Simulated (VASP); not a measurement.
# InP (Fm-3m) in VASP: equation of state, part 2 of 2

VASP 6.6.1. Earlier steps stand in the parts before.

### Step 4. Equation of state, PBE, 20.80 Å³/atom (volume scaled by 0.98)

Input file INCAR:

```
PREC     = Accurate       # precision mode
ENCUT    = 520            # plane-wave cutoff, eV
EDIFF    = 1E-7           # SCF threshold, eV
ISMEAR   = -1             # smearing method
SIGMA    = 0.05           # smearing width, eV
LREAL    = False          # projectors in reciprocal space
LASPH    = True           # aspherical terms in the spheres
NELM     = 80             # most SCF steps
ALGO     = Normal         # electronic algorithm
ISIF     = 2              # what is computed and relaxed
LWAVE    = False          # write WAVECAR
LCHARG   = False          # write CHGCAR
GGA      = PE             # functional
NBANDS   = 16             # bands
```

Input file KPOINTS:

```
Automatic mesh
0
Gamma
  8 8 8
```

Input file POSCAR:

```
InP
1.0
    0.0000000000      2.7502506615      2.7502506615
    2.7502506615      0.0000000000      2.7502506615
    2.7502506615      2.7502506615      0.0000000000
In P
1 1
Direct
    0.0000000000      0.0000000000      0.0000000000
    0.5000000000      0.5000000000      0.5000000000
```

Potentials or basis: VASP PAW PBE potentials, release 64 (In_d, P).

Launch:

```bash
$ cat potpaw_PBE.64/In_d/POTCAR potpaw_PBE.64/P/POTCAR > POTCAR
$ mpirun -np 1 vasp_std > vasp.out
```

OUTCAR:

```text
PREC = Accurate
   ENCUT = 520
   EDIFF = 1E-7
   ISMEAR = -1
   LREAL = False
   LASPH = True
   NELM = 80
   ISIF = 2
   GGA = PE

 Found     29 irreducible k-points:

 Following reciprocal coordinates:
            Coordinates               Weight
  0.000000  0.000000  0.000000      1.000000
  0.125000  0.000000  0.000000      8.000000
  0.250000  0.000000  0.000000      8.000000
  0.375000  0.000000  0.000000      8.000000
  0.500000  0.000000  0.000000      4.000000
  0.125000  0.125000  0.000000      6.000000
   k-points           NKPTS =     29   k-points in BZ     NKDIM =     29   number of bands    NBANDS=     16
   number of dos      NEDOS =    301   number of ions     NIONS =      2
   total plane-waves  NPLWV =  27000
   dimension x,y,z NGX =    30 NGY =   30 NGZ =   30
   dimension x,y,z NGXF=    60 NGYF=   60 NGZF=   60
   ions per type =               1   1
   NGX,Y,Z   is equivalent  to a cutoff of  12.82, 12.82, 12.82 a.u.
   NGXF,Y,Z  is equivalent  to a cutoff of  25.65, 25.65, 25.65 a.u.
 SYSTEM =  unknown system
   PREC   = accura    normal or accurate (medium, high low for compatibility)
   ISTART =      0    job   : 0-new  1-cont  2-samecut
   ICHARG =      2    charge: 1-file 2-atom 10-const
   ISPIN  =      1    spin polarized calculation?
   LNONCOLLINEAR =      F non collinear calculations
   LSORBIT =      F    spin-orbit coupling
   LASPH  =      T    aspherical Exc in radial PAW
   ENCUT  =  520.0 eV  38.22 Ry    6.18 a.u.   7.23  7.23  7.23*2*pi/ulx,y,z
   NELM   =     80;   NELMIN=  2; NELMDL= -5     # of ELM steps
   EDIFF  = 0.1E-06   stopping-criterion for ELM
   LREAL  =      F    real-space projection
   EDIFFG = 0.1E-05   stopping-criterion for IOM
   NSW    =      0    number of steps for IOM
   IBRION =     -1    ionic relax: 0-MD 1-quasi-New 2-CG
   NFREE  =      0    steps in history (QN), initial steepest desc. (CG)
   ISIF   =      2    stress and relaxation
   ISYM   =      2    0-nonsym 1-usesym 2-fastsym
   POTIM  = 0.5000    time-step for ionic-motion
   TEBEG  =    0.0;   TEEND  =   0.0 temperature during run
   PSTRESS=    0.0 pullay stress
   NELECT =      18.0000    total number of electrons
   NUPDOWN=      -1.0000    fix difference up-down
   EMIN   =  10.00;   EMAX   =-10.00  energy-range for DOS
   EFERMI =   0.00;   METHOD = LEGACY
   ISMEAR =    -1;   SIGMA  =   0.05  broadening in eV -4-tet -1-fermi 0-gaus
   EFERMI_NEDOS =   21; number of points for ismear=-14 and -15
   IALGO  =     38    algorithm
   IMIX   =      4    mixing-type and parameters
     AMIX     =   0.40;   BMIX     =  1.00
     AMIX_MAG =   1.60;   BMIX_MAG =  1.00
  volume/ion in A,a.u.               =      20.80       140.38
  Fermi-wavevector in a.u.,A,eV,Ry     =   1.238179  2.339819 20.858914  1.533087
  Thomas-Fermi vector in A             =   2.372715
   LORBIT       =      0    0 simple, 1 ext, 2 COOP (PROOUT), +10 PAW based schemes
   GGA     = PE    functional components
   LHFCALC =     F    Hartree Fock is set to
   AEXX    =    0.0000 exact exchange contribution
   IVDW    =     0    specifies the selected vdW correction
   LEPSILON=     F    determine dielectric tensor
   LRPA    =     F    only Hartree local field effects (RPA)
 non-spin polarized calculation
  energy-cutoff  :      520.00
  volume of cell :       41.61
 maximum number of plane-waves:      1139
 NGX is ok and might be reduce to    30
   NGX = 15   NGY = 15   NGZ = 15

 number of electron      18.0000006 magnetization

 Free energy of the ion-electron system (eV)
  ---------------------------------------------------
  ext. energy  EPLUGINS =         0.00000000
  ---------------------------------------------------
  free energy    TOTEN  =        -7.91010336 eV

  energy without entropy =       -7.89891814  energy(sigma->0) =       -7.90451075

 E-fermi :   7.4018     XC(G=0): -10.4893

 val. band max:        7.3949319599   @ k =  -0.3750   0.5000   0.1250
 cond. band min:       7.4490586877   @ k =  -0.1250   0.1250   0.0000
 fundamental gap:      0.0541267278
 Fermi energy:         7.4017859505

 k-point     1 :       0.0000    0.0000    0.0000
  band No.  band energies     occupation
      1      -6.9792      2.00000
      2      -6.9792      2.00000
      3      -6.9587      2.00000
      4      -6.9587      2.00000
      5      -6.9587      2.00000
      6      -4.8644      2.00000
[... 8 lines left out ...]
     15      15.8853      0.00000
     16      15.8853      0.00000
[... 77 lines left out ...]
 k-point     6 :       0.1250    0.1250    0.0000
  band No.  band energies     occupation
      1      -7.0085      2.00000
      2      -6.9718      2.00000
      3      -6.9672      2.00000
      4      -6.9424      2.00000
      5      -6.9424      2.00000
      6      -4.5917      2.00000
[... 8 lines left out ...]
     15      17.0389      0.00000
     16      17.0389      0.00000

 [... further k-points ...]

------------------------ aborting loop because EDIFF is reached ----------------------------------------

  FORCE on cell =-STRESS in cart. coord.  units (eV):
  Direction    XX          YY          ZZ          XY          YZ          ZX
  --------------------------------------------------------------------------------------
  -------------------------------------------------------------------------------------
  Total        0.3879917      0.3879917      0.3879917     -0.0000000      0.0000000      0.0000000
  in kB       14.9412258     14.9412258     14.9412258     -0.0000000      0.0000000      0.0000000
  external PRESSURE =      14.9412258 kB  Pullay stress =       0.0000000 kB

 VOLUME and BASIS-vectors are now :
 -----------------------------------------------------------------------------
  energy-cutoff  :      520.00
  volume of cell :       41.61
      direct lattice vectors                 reciprocal lattice vectors
     0.000000000  2.750250661  2.750250661    -0.181801611  0.181801611  0.181801611
     2.750250661  0.000000000  2.750250661     0.181801611 -0.181801611  0.181801611
     2.750250661  2.750250661  0.000000000     0.181801611  0.181801611 -0.181801611

 POSITION                                       TOTAL-FORCE (eV/Angst)
 -----------------------------------------------------------------------------------
      0.00000      0.00000      0.00000         0.000000      0.000000     -0.000000
      2.75025      2.75025      2.75025         0.000000      0.000000      0.000000
 -----------------------------------------------------------------------------------
    total drift:                               -0.000000      0.000000      0.000000

  FREE ENERGIE OF THE ION-ELECTRON SYSTEM (eV)
  ---------------------------------------------------
  free  energy   TOTEN  =        -7.9101033636 eV

  energy  without entropy=       -7.8989181438  energy(sigma->0) =       -7.90451075
```

Wall time 14 s (1 thread of Intel Xeon 6975P-C (Granite Rapids), shared host); peak memory 0.17 GiB.

Results:

* Free energy: -7.9101 eV
* Pressure: 1.5 GPa
* Band gap on the k mesh: none (metal or under the smearing width)

### Step 5. Equation of state, PBE, 21.65 Å³/atom (volume scaled by 1.02)

Input file INCAR:

```
PREC = Accurate ; ENCUT = 520
EDIFF = 1E-7 ; ISMEAR = -1
SIGMA = 0.05 ; LREAL = False
LASPH = True ; NELM = 60
ALGO = Normal ; ISIF = 2
LWAVE = False ; LCHARG = False
GGA = PE ; NBANDS = 16
```

KPOINTS is that of step 4.

Input file POSCAR:

```
InP
1.0
    0.0000000000      2.7871711834      2.7871711834
    2.7871711834      0.0000000000      2.7871711834
    2.7871711834      2.7871711834      0.0000000000
In P
1 1
Direct
    0.0000000000      0.0000000000      0.0000000000
    0.5000000000      0.5000000000      0.5000000000
```

Launch:

```bash
$ cat potpaw_PBE.64/In_d/POTCAR potpaw_PBE.64/P/POTCAR > POTCAR
$ mpirun -np 1 vasp_std > vasp.out
```

Wall time 14 s (1 thread of Intel Xeon 6975P-C (Granite Rapids), shared host); peak memory 0.17 GiB.

Results (log left out):

```yaml
Free_energy: -7.9103 eV
Pressure: -1.5 GPa
Band_gap_on_the_k_mesh: none (metal or under the smearing width)
```

### Step 6. Equation of state, PBE, 22.08 Å³/atom (volume scaled by 1.04)

Input file INCAR:

```
PREC = Accurate
ENCUT = 520
EDIFF = 1E-7
ISMEAR = -1
SIGMA = 0.05
LREAL = F
LASPH = T
NELM = 80
ALGO = Normal
ISIF = 2
LWAVE = F
LCHARG = F
GGA = PE
NBANDS = 16
```

Input file KPOINTS:

```
regular mesh
0
Gamma
  8 8 8
```

Input file POSCAR:

```
InP
1.0
    0.0000000000      2.8052702047      2.8052702047
    2.8052702047      0.0000000000      2.8052702047
    2.8052702047      2.8052702047      0.0000000000
In P
1 1
Direct
    0.0000000000      0.0000000000      0.0000000000
    0.5000000000      0.5000000000      0.5000000000
```

Potentials or basis: VASP PAW PBE potentials, release 64 (In_d, P).

Launch:

```bash
$ cat potpaw_PBE.64/In_d/POTCAR potpaw_PBE.64/P/POTCAR > POTCAR
$ mpirun -np 1 vasp_std > vasp.out
```

Wall time 17 s (1 thread of Intel Xeon 6975P-C (Granite Rapids), shared host); peak memory 0.17 GiB.

It converged, with:

- Free energy: -7.8995 eV
- Pressure: -2.7 GPa
- Band gap on the k mesh: none (metal or under the smearing width)

### Step 7. Equation of state, PBE, 22.50 Å³/atom (volume scaled by 1.06)

Input file INCAR:

```
  PREC = Accurate
  ENCUT = 520
  EDIFF = 1E-7
  ISMEAR = -1
  SIGMA = 0.05
  LREAL = False
  LASPH = True
  NELM = 60
  ALGO = Normal
  ISIF = 2
  LWAVE = False
  LCHARG = False
  GGA = PE
  NBANDS = 16
```

KPOINTS is that of step 6.

Input file POSCAR:

```
InP
1.0
    0.0000000000      2.8231386496      2.8231386496
    2.8231386496      0.0000000000      2.8231386496
    2.8231386496      2.8231386496      0.0000000000
In P
1 1
Direct
    0.0000000000      0.0000000000      0.0000000000
    0.5000000000      0.5000000000      0.5000000000
```

Launch:

```bash
$ cat potpaw_PBE.64/In_d/POTCAR potpaw_PBE.64/P/POTCAR > POTCAR
$ mpirun -np 1 vasp_std > vasp.out
```

Run time: 16 s. Hardware: 1 thread of Intel Xeon 6975P-C (Granite Rapids), shared host; peak memory 0.17 GiB.

It converged, with:

* Free energy: -7.8827 eV
* Pressure: -3.7 GPa
* Band gap on the k mesh: none (metal or under the smearing width)

### Step 8. Equation of state, PBE

Potentials or basis: VASP PAW PBE potentials, release 64 (In_d, P).

No new run: the results of the series are fitted here.

What came out:

- Equilibrium volume: 21.22 Å³/atom
- Bulk modulus: 74 GPa
- Pressure derivative of the bulk modulus: 5.0

Energy against volume, from the lowest point:
```tsv
volume (Å³/atom)	energy (meV/atom)
19.953	19.74
20.378	8.40
20.803	2.00
21.227	0.00
21.652	1.90
22.076	7.29
22.501	15.69
```
